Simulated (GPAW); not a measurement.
# Au (Fm-3m) in GPAW: further runs, part 2 of 3

GPAW 26.7.0.

## Step 4: Phonons, vdW-DF-cx

File run.py:

```python
import json
import numpy as np
from ase import Atoms
from ase.io import read, write
from phonopy import Phonopy
from phonopy.structure.atoms import PhonopyAtoms
from gpaw import GPAW, PW

atoms = read('Au.cif')

calc = GPAW(mode=PW(600),
            xc={'name': 'vdW-DF-cx', 'backend': 'libvdwxc'},
            kpts={'size': (11, 11, 11), 'gamma': True},
            occupations={'name': 'fermi-dirac', 'width': 0.05},
            nbands=14,
            convergence={'density': 1e-06, 'eigenstates': 1e-09},
            random=True,
            maxiter=80,
            txt='gpaw.txt')
atoms.calc = calc
energy = atoms.get_potential_energy()
forces = atoms.get_forces()
calc.write('gs.gpw')
write('result.traj', atoms)
print('Cell:', atoms.cell.cellpar().round(4))
print(atoms.get_scaled_positions().round(5))

def force_constants(scale):
    unit = PhonopyAtoms(symbols=atoms.get_chemical_symbols(), cell=atoms.cell[:] * scale**(1 / 3),
                        scaled_positions=atoms.get_scaled_positions())
    ph = Phonopy(unit, supercell_matrix=np.diag([2, 2, 2]), primitive_matrix=np.eye(3), symprec=1e-4)
    ph.generate_displacements(distance=0.01)
    forces = []
    for i, sc in enumerate(ph.supercells_with_displacements):
        a = Atoms(sc.symbols, cell=sc.cell, scaled_positions=sc.scaled_positions, pbc=True)
        c = GPAW(mode=PW(600),
                 xc={'name': 'vdW-DF-cx', 'backend': 'libvdwxc'},
                 kpts={'size': (6, 6, 6), 'gamma': True},
                 occupations={'name': 'fermi-dirac', 'width': 0.05},
                 nbands=74,
                 convergence={'density': 1e-06, 'eigenstates': 1e-09},
                 random=True,
                 maxiter=80,
                 txt=f'disp-{scale:.3f}-{i:02d}.txt')
        a.calc = c
        f = a.get_forces()
        forces.append(f - f.mean(axis=0))
        print(f'displacement {i}: drift', f.mean(axis=0).round(5), flush=True)
    ph.forces = forces
    ph.produce_force_constants()
    ph.symmetrize_force_constants()
    return ph

qpoints = [[0.0, 0.0, 0.0], [0.0, 0.0, 0.5], [0.0, 0.5, 0.0], [0.0, 0.5, 0.5], [0.5, 0.0, 0.0], [0.5, 0.0, 0.5], [0.5, 0.5, 0.0], [0.5, 0.5, 0.5]]
results = {}
for scale in [1.0]:
    ph = force_constants(scale)
    ph.run_qpoints(qpoints)
    nu = ph.qpoints.frequencies * 33.35641  # THz to cm^-1
    results[f'{scale:.3f}'] = nu.tolist()
    for qp, f in zip(qpoints, nu):
        print(scale, np.round(qp, 4), f.round(2))

path = atoms.cell.bandpath('GXWKGLUWLK,UX', npoints=60, eps=1e-4)
ph.run_qpoints(path.kpts)
results['path'] = (ph.qpoints.frequencies * 33.35641).tolist()
results['path_q'] = path.kpts.tolist()
x, ticks, names = path.get_linear_kpoint_axis()
results['axis'] = [x.tolist(), list(ticks), names]
ph.run_mesh([15, 15, 15], is_gamma_center=True)
ph.run_thermal_properties(temperatures=[0, 100, 200, 300, 500, 800], cutoff_frequency=0.05)
tp = ph.thermal_properties
results['thermal'] = [list(v) for v in (tp.temperatures, tp.free_energy, tp.entropy, tp.heat_capacity)]
for t, fv, s, cv in zip(*results['thermal']):
    print(f'{t:6.0f} K  F {fv:9.4f} kJ/mol  S {s:9.4f} J/K/mol  Cv {cv:9.4f} J/K/mol')
json.dump(results, open('phonons.json', 'w'))
```

File Au.cif:

```cif
data_Au
_cell_length_a 2.87792460
_cell_length_b 2.87792460
_cell_length_c 2.87792460
_cell_angle_alpha 60.00000000
_cell_angle_beta 60.00000000
_cell_angle_gamma 60.00000000
_space_group_name_H-M_alt 'P1'
_space_group_name_Hall 'P 1'
_space_group_IT_number 1
loop_
_space_group_symop_operation_xyz
'x,y,z'
loop_
_atom_site_label
_atom_site_type_symbol
_atom_site_symmetry_multiplicity
_atom_site_Wyckoff_symbol
_atom_site_fract_x
_atom_site_fract_y
_atom_site_fract_z
_atom_site_occupancy
Au1 Au 1 a 0.0000000000 0.0000000000 0.0000000000 1
```

Potentials or basis: GPAW PAW data sets (gpaw-data 1.2.1), pw.

Run with:

```console
$ OMP_NUM_THREADS=1 python run.py
```

gpaw.txt:

```text
__  _  _
 | _ |_)|_||  |
 |__||  | ||/\| - 26.7.0

Input parameters:
  mode=PW(ecut=600.0),
  convergence={'density': 1e-06, 'eigenstates': 1e-09},
  kpts=MonkhorstPack(size=(11, 11, 11), gamma=True),
  maxiter=80,
  nbands=14,
  occupations=Occupations(name='fermi-dirac', width=0.05),
  random=True,
  xc=XC(name='vdW-DF-cx', backend='libvdwxc')
Initializing wave functions with random numbers

       Au

Atoms  # Å, Bohr magnetons
|   | symbol |        x |        y |        z |    initial magnetic moments |
|---|--------|----------|----------|----------|-----------------------------|
| 0 |     Au | 0.000000 | 0.000000 | 0.000000 | ( 0.0000,  0.0000,  0.0000) |

Unit cell  # Å
| periodic |        x |        y |        z |  lengths |    angles |
|----------|----------|----------|----------|----------|-----------|
|      yes | 2.877925 | 0.000000 | 0.000000 | 2.877925 | 60.000000 |
|      yes | 1.438962 | 2.492356 | 0.000000 | 2.877925 | 60.000000 |
|      yes | 1.438962 | 0.830785 | 2.349816 | 2.877925 | 60.000000 |

Number of symmetries: 48
Symmetry operations  # r_c * U_cc + t_c -> r_c
|    | kind |            matrix            |
|----|------|------------------------------|
|  0 |  σ   |  1, 0, 0,  1, 0,-1,  1,-1, 0 |
|  1 |  C2  |  1, 0, 0,  1,-1, 0,  1, 0,-1 |
|  2 |  E   |  1, 0, 0,  0, 1, 0,  0, 0, 1 |
|  3 |  σ   |  1, 0, 0,  0, 0, 1,  0, 1, 0 |
|  4 |  C4  |  1, 0,-1,  1, 0, 0,  1,-1, 0 |
|  5 |  S6  |  1, 0,-1,  1,-1, 0,  1, 0, 0 |
|  6 |  σ   |  1, 0,-1,  0, 1,-1,  0, 0,-1 |
|  7 |  C3  |  1, 0,-1,  0, 0,-1,  0, 1,-1 |
|  8 |  S6  |  1,-1, 0,  1, 0, 0,  1, 0,-1 |
|  9 |  C4  |  1,-1, 0,  1, 0,-1,  1, 0, 0 |
| 10 |  C3  |  1,-1, 0,  0,-1, 1,  0,-1, 0 |
| 11 |  σ   |  1,-1, 0,  0,-1, 0,  0,-1, 1 |
| 12 |  σ   |  0, 1, 0,  1, 0, 0,  0, 0, 1 |
| 13 |  C4  |  0, 1, 0,  0, 1,-1, -1, 1, 0 |
| 14 |  C3  |  0, 1, 0,  0, 0, 1,  1, 0, 0 |
| 15 |  S6  |  0, 1, 0, -1, 1, 0,  0, 1,-1 |
| 16 |  C2  |  0, 1,-1,  1, 0,-1,  0, 0,-1 |
| 17 |  σ   |  0, 1,-1,  0, 1, 0, -1, 1, 0 |
| 18 |  S4  |  0, 1,-1,  0, 0,-1,  1, 0,-1 |
| 19 |  C4  |  0, 1,-1, -1, 1, 0,  0, 1, 0 |
| 20 |  C3  |  0, 0, 1,  1, 0, 0,  0, 1, 0 |
| 21 |  σ   |  0, 0, 1,  0, 1, 0,  1, 0, 0 |
| 22 |  S6  |  0, 0, 1,  0,-1, 1, -1, 0, 1 |
| 23 |  C4  |  0, 0, 1, -1, 0, 1,  0,-1, 1 |
| 24 |  S4  |  0, 0,-1,  1, 0,-1,  0, 1,-1 |
| 25 |  C3  |  0, 0,-1,  0, 1,-1,  1, 0,-1 |
| 26 |  C2  |  0, 0,-1,  0,-1, 0, -1, 0, 0 |
| 27 |  S6  |  0, 0,-1, -1, 0, 0,  0,-1, 0 |
| 28 |  S4  |  0,-1, 1,  1,-1, 0,  0,-1, 0 |
| 29 |  C4  |  0,-1, 1,  0, 0, 1, -1, 0, 1 |
| 30 |  C2  |  0,-1, 1,  0,-1, 0,  1,-1, 0 |
| 31 |  σ   |  0,-1, 1, -1, 0, 1,  0, 0, 1 |
| 32 |  C3  |  0,-1, 0,  1,-1, 0,  0,-1, 1 |
| 33 |  S6  |  0,-1, 0,  0, 0,-1, -1, 0, 0 |
| 34 |  S4  |  0,-1, 0,  0,-1, 1,  1,-1, 0 |
| 35 |  C2  |  0,-1, 0, -1, 0, 0,  0, 0,-1 |
| 36 |  C2  | -1, 1, 0,  0, 1, 0,  0, 1,-1 |
| 37 |  S6  | -1, 1, 0,  0, 1,-1,  0, 1, 0 |
| 38 |  S4  | -1, 1, 0, -1, 0, 1, -1, 0, 0 |
| 39 |  C3  | -1, 1, 0, -1, 0, 0, -1, 0, 1 |
| 40 |  S6  | -1, 0, 1,  0, 0, 1,  0,-1, 1 |
| 41 |  C2  | -1, 0, 1,  0,-1, 1,  0, 0, 1 |
| 42 |  C3  | -1, 0, 1, -1, 1, 0, -1, 0, 0 |
| 43 |  S4  | -1, 0, 1, -1, 0, 0, -1, 1, 0 |
| 44 |  C2  | -1, 0, 0,  0, 0,-1,  0,-1, 0 |
| 45 |  i   | -1, 0, 0,  0,-1, 0,  0, 0,-1 |
| 46 |  σ   | -1, 0, 0, -1, 1, 0, -1, 0, 1 |
| 47 |  C2  | -1, 0, 0, -1, 0, 1, -1, 1, 0 |

BZ-sampling:
  Number of BZ points: 1331
  Number of IBZ points: 56

  Monkhorst-Pack size: [11, 11, 11]
  Monkhorst-Pack shift: [0, 0, 0]

K-points  # in reciprocal-cell coordinates
|     |                                coordinates |     weight |
|-----|--------------------------------------------|------------|
|   0 | (  0.00000000,   0.00000000,   0.00000000) | 0.00075131 |
|   1 | (  0.09090909,   0.09090909,   0.00000000) | 0.00450789 |
|   2 | (  0.09090909,   0.09090909,   0.09090909) | 0.00601052 |
|   3 | (  0.18181818,   0.09090909,   0.09090909) | 0.00901578 |
|   4 | (  0.18181818,   0.18181818,   0.00000000) | 0.00450789 |
|   5 | (  0.18181818,   0.18181818,   0.09090909) | 0.01803156 |
|   6 | (  0.18181818,   0.18181818,   0.18181818) | 0.00601052 |
|   7 | (  0.27272727,   0.18181818,   0.09090909) | 0.01803156 |
|   8 | (  0.27272727,   0.18181818,   0.18181818) | 0.01803156 |
|   9 | (  0.27272727,   0.27272727,   0.00000000) | 0.00450789 |
| ... |                                            |            |
|  55 | (  0.45454545,   0.45454545,   0.45454545) | 0.00601052 |

Plane wave coefficients: 572
Cutoff: 600.0 eV

Spin-components: 1 (collinear spins)
Bands:           14
Projectors:      6
Spin-degeneracy: 2
Datatype:        complex128

Parallelization:
  kpt:    1
  domain: 1
  band:   1

Density:
  Valence electrons: 11.0
  Components: 1
  Grid points: [18 18 18]
  Charge: 0.0  # |e|

Potential:
  Grid points: [18 18 18]

species:
  Au:
    name:    Gold
    Z:       79.0
    valence: 11
    core:    68
    charge:  0.0  # [|e|]
    compensation charges:
      type: gauss
      rc: 0.42  # [Å]
      lmax: 2
    cutoffs:
      filter: 2.33  # [Å]
      core: 2.81  # [Å]
    projectors
    | kind |    occ | energy [eV] | rcut [Å] |
    |------|--------|-------------|----------|
    |   6s |  1.000 |      -5.728 |    1.323 |
    |   6p |  0.000 |      -0.775 |    1.323 |
    |   5d | 10.000 |      -6.891 |    1.323 |
    |    s |        |      21.484 |    1.323 |
    |    p |        |      26.436 |    1.323 |
    |    d |        |      20.321 |    1.323 |

    Using partial waves for Au as LCAO basis

Reference energy: -516598.271109  # eV

eigensolver:
  PPCG
  Converge bands: occupied
  niter=2

density mixing:
  MSR1-Mixer
  Pratt-step length: 0.05
  Maximum mixing coefficient: 0.75
  Old densities: 10
  SVD Regularization: 0.005
  Good broyden scale: 1.0
  Trust region scale: 1.0
  Backstep threshold: 4.0
  History deletion threshold: 6.0
  Fourier metric: weight=20.0, sigma=0.015

occupation numbers:
  Fermi-Dirac:
    width: 0.0500  # eV

poisson solver:
  ecut: 4800.0  # eV

xc functional:
  name: vdW-DF-cx with libvdwxc
  Mode: serial
  Semilocal: GGA_X_LV_RPW86+LDA_C_PW with 2 nearest neighbor stencil
  Local blocksize: 36 x 36 x 36
  PAW datasets: PBE

convergence criteria:
- Maximum integral of absolute [dens]ity change: 1e-06 electrons / valence electron
- Maximum integral of absolute [eigenst]ate change: 1e-09 eV^2 / valence electron
- Maximum [total energy] change in last 3 cyles: 0.0005 eV / valence electron
maximum number of iterations: 80

SCF iterations
|iter     | |      energy | eigst |  dens |
|---------|-|-------------|-------|-------|
|iter:   1| |  105.501177 | +3.33 |       |
|iter:   2| |  104.489322 | -0.22 | -1.12 |
|iter:   3| |-20403845.174655 | +8.26 | -1.16 |
|iter:   4| |  107.132848 | +2.22 | +2.56 |
|iter:   5| |  104.675661 | -0.40 | -0.95 |
|iter:   6| |  104.689508 | -2.47 | -1.59 |
|iter:   7| |  104.697244 | -3.44 | -1.93 |
|iter:   8| |  104.697297 | -5.75 | -3.03 |
|iter:   9| |  104.697300c| -6.38 | -3.55 |
|iter:  10| |  104.697301c| -7.99 | -4.26 |
|iter:  11| |  104.697301c| -8.96 | -4.70 |
|iter:  12| |  104.697301c| -9.42c| -5.42 |
|iter:  13| |  104.697301c|-10.63c| -6.53c|

Converged in 13 steps
Energy contributions relative to reference atoms: (reference = -516598.271109)

Energy contributions:
  Kinetic:          -0.858446
  Coulomb:           0.201917
  Zero:              0.091061
  External:          0.000000
  Xc:              105.263492
  Entropy:          -0.001447
  Spinorbit:         0.000000
  ----------------------------
  Free energy:     104.696577
  Extrapolated:    104.697301

dipole moment: (-19.617788, -11.326335, -8.008928)  # |e|*Ang

Fermi level: 10.074
Eigenvalues  # (at kpt = [0.000, 0.000, 0.000])
| band index |      eig [eV] | occ [0-2] |
|------------|---------------|-----------|
|          0 |         0.114 |     2.000 |
|          1 |         5.261 |     2.000 |
|          2 |         5.261 |     2.000 |
|          3 |         5.261 |     2.000 |
|          4 |         6.793 |     2.000 |
|          5 |         6.793 |     2.000 |
|          6 |        25.949 |     0.000 |
|          7 |        29.707 |     0.000 |
|          8 |        29.707 |     0.000 |
|          9 |        29.707 |     0.000 |
|         10 |        33.786 |     0.000 |
|         11 |        38.170 |     0.000 |
|         12 |        38.170 |     0.000 |
|         13 |        38.170 |     0.000 |

No gap
No difference between direct/indirect transitions

Forces  # eV/Ang
|       x |       y |        z |
|---------|---------|----------|
| 0.00000 | 0.00000 | -0.00000 |  # Au   0

# Writing to gs.gpw (mode='')
```

Run time: 24 min. Hardware: 1 thread of Arm Neoverse N1, shared host; peak memory 0.63 GiB.

What came out:

| Item | Value |
| --- | --- |
| Free energy | 104.6966 eV |
| Band gap on the k mesh | none (metal or under the smearing width) |
| Highest phonon frequency | 176 cm⁻¹ |

Phonon frequencies in cm⁻¹ (negative: imaginary):
```tsv
q point	frequencies
(0.000, 0.000, 0.000)	0 0 0
(0.000, 0.000, 0.500)	68 68 176
(0.000, 0.500, 0.000)	68 68 176
(0.000, 0.500, 0.500)	101 101 171
(0.500, 0.000, 0.000)	68 68 176
(0.500, 0.000, 0.500)	101 101 171
(0.500, 0.500, 0.000)	101 101 171
(0.500, 0.500, 0.500)	68 68 176
```

Caveat: phonon bands are interpolated from a small supercell. Spin-orbit coupling is left out, which matters for the levels of Au.

## Step 5: Hybrid scf, r2SCAN0

File run.py:

```python
import numpy as np
from ase.dft.bandgap import bandgap
from ase.io import read, write
from gpaw import GPAW, PW
from gpaw.xc import parametrizedxc

class ScaledMGGA(parametrizedxc.ParametrizedKernel):
    """Weighted sum of Libxc meta-GGA parts, named like '0.75_MGGA_X_..+1.0_MGGA_C_..'."""
    def __init__(self, name):
        super().__init__(name)
        self.type = 'MGGA'

    def calculate(self, e_g, n_sg, dedn_sg, sigma_xg, dedsigma_xg, tau_sg, dedtau_sg):
        e_g[:] = dedsigma_xg[:] = dedtau_sg[:] = 0.0
        for kernel, c in zip(self.kernels, self.coefs):
            e, v, s, t = [np.zeros_like(x) for x in [e_g, dedn_sg, dedsigma_xg, dedtau_sg]]
            kernel.calculate(e, n_sg, v, sigma_xg, s, tau_sg, t)
            e_g += c * e
            dedn_sg += c * v
            dedsigma_xg += c * s
            dedtau_sg += c * t

parametrizedxc.ParametrizedKernel = ScaledMGGA

atoms = read('Au.cif')

calc = GPAW(mode=PW(450),
            xc={'name': '0.750_MGGA_X_R2SCAN+1.0_MGGA_C_R2SCAN', 'fraction': 0.25, 'omega': 0.0, 'backend': 'pw'},
            kpts={'size': (6, 6, 6), 'gamma': True},
            occupations={'name': 'fermi-dirac', 'width': 0.05},
            nbands=14,
            convergence={'density': 0.0001},
            maxiter=40,
            txt='gpaw.txt')
atoms.calc = calc
energy = atoms.get_potential_energy()
calc.write('gs.gpw')
write('result.traj', atoms)
print(f'Energy: {energy:.6f} eV')
print('Fermi level:', round(calc.get_fermi_level(), 4), 'eV')
print(f'Gap: {bandgap(calc)[0]:.4f} eV, direct: {bandgap(calc, direct=True)[0]:.4f} eV')
```

Au.cif is that of step 4.

Potentials or basis: GPAW PAW data sets (gpaw-data 1.2.1), pw.

Run with:

```console
$ OMP_NUM_THREADS=1 python run.py
```

gpaw.txt:

```text
__  _  _
 | _ |_)|_||  |
 |__||  | ||/\| - 26.7.0

Input parameters:
  mode=PW(ecut=450.00000000000006),
  convergence={'density': 0.0001},
  kpts=MonkhorstPack(size=(6, 6, 6), gamma=True),
  maxiter=40,
  nbands=14,
  occupations=Occupations(name='fermi-dirac', width=0.05),
  xc=XC(name='0.750_MGGA_X_R2SCAN+1.0_MGGA_C_R2SCAN', fraction=0.25, omega=0.0, backend='pw')

Diagonalizing LCAO Hamiltonian
Converting LCAO to pw mode

       Au

Atoms  # Å, Bohr magnetons
|   | symbol |        x |        y |        z |    initial magnetic moments |
|---|--------|----------|----------|----------|-----------------------------|
| 0 |     Au | 0.000000 | 0.000000 | 0.000000 | ( 0.0000,  0.0000,  0.0000) |

Unit cell  # Å
| periodic |        x |        y |        z |  lengths |    angles |
|----------|----------|----------|----------|----------|-----------|
|      yes | 2.877925 | 0.000000 | 0.000000 | 2.877925 | 60.000000 |
|      yes | 1.438962 | 2.492356 | 0.000000 | 2.877925 | 60.000000 |
|      yes | 1.438962 | 0.830785 | 2.349816 | 2.877925 | 60.000000 |

[... 173 lines left out ...]
|iter:  14| |  257.833067c| -4.74 | -2.73 |
|iter:  15| |  257.833051c| -6.34 | -3.53 |
|iter:  16| |  257.833057c| -7.15 | -3.50 |
|iter:  17| |  257.833057c| -7.26 | -3.91 |
|iter:  18| |  257.833057c| -8.52c| -5.54c|

Converged in 18 steps
Energy contributions relative to reference atoms: (reference = -516598.271109)

Energy contributions:
  Kinetic:          -0.133207
  Coulomb:          -0.069425
  Zero:              0.094175
  External:          0.000000
  Xc:             2414.688623
  Entropy:          -0.007353
  Spinorbit:         0.000000
  Hybrid_Xc_Cc:     -2103.832331
  Hybrid_Xc_Vc:       -27.102524
  Hybrid_Xc_Vv:       -25.808578
  ----------------------------
  Free energy:     257.829380
  Extrapolated:    257.833057

dipole moment: (-19.539023, -11.280860, -7.976773)  # |e|*Ang

Fermi level: 9.660
Eigenvalues  # (at kpt = [0.000, 0.000, 0.000])
| band index |      eig [eV] | occ [0-2] |
|------------|---------------|-----------|
|          0 |        -1.712 |     2.000 |
|          1 |         3.497 |     2.000 |
|          2 |         3.497 |     2.000 |
|          3 |         3.497 |     2.000 |
|          4 |         5.149 |     2.000 |
|          5 |         5.149 |     2.000 |
|          6 |        27.521 |     0.000 |
|          7 |        31.665 |     0.000 |
|          8 |        31.665 |     0.000 |
|          9 |        31.665 |     0.000 |
|         10 |        35.858 |     0.000 |
|         11 |        40.814 |     0.000 |
|         12 |        40.814 |     0.000 |
|         13 |        40.814 |     0.000 |

No gap
No difference between direct/indirect transitions
# Writing to gs.gpw (mode='')
```

stdout:

```text
Energy: 257.833057 eV
Fermi level: 9.6599 eV
Gap: 0.0000 eV, direct: 0.0000 eV
```

Wall time 55 min (1 thread of Arm Neoverse V1, shared host); peak memory 0.38 GiB.

Results:

```yaml
Free_energy: 257.8294 eV
Band_gap_on_the_k_mesh: none (metal or under the smearing width)
```

Levels at points of the mesh, in eV from the Fermi level:
| k point | band 2 | band 3 | band 4 | band 5 | band 6 | band 7 | band 8 | band 9 | band 10 |
| --- | --- | --- | --- | --- | --- | --- | --- | --- | --- |
| (0.00, 0.00, 0.00) | -6.16 | -6.16 | -6.16 | -4.51 | -4.51 | 17.86 | 22.01 | 22.01 | 22.01 |
| (0.50, 0.50, 0.00) | -8.46 | -3.16 | -2.58 | -2.58 | 1.89 | 7.70 | 12.25 | 12.25 | 19.79 |
| (0.50, 0.50, 0.50) | -6.23 | -6.23 | -3.02 | -3.02 | -1.03 | 4.48 | 17.04 | 20.39 | 20.39 |

Caveat: the k mesh is coarse (spacing up to 0.45 Å⁻¹), so the values aren't converged, least of all with exact exchange; the scaled meta-GGA exchange is a class typed in the script.

[end of part 2 of 3]
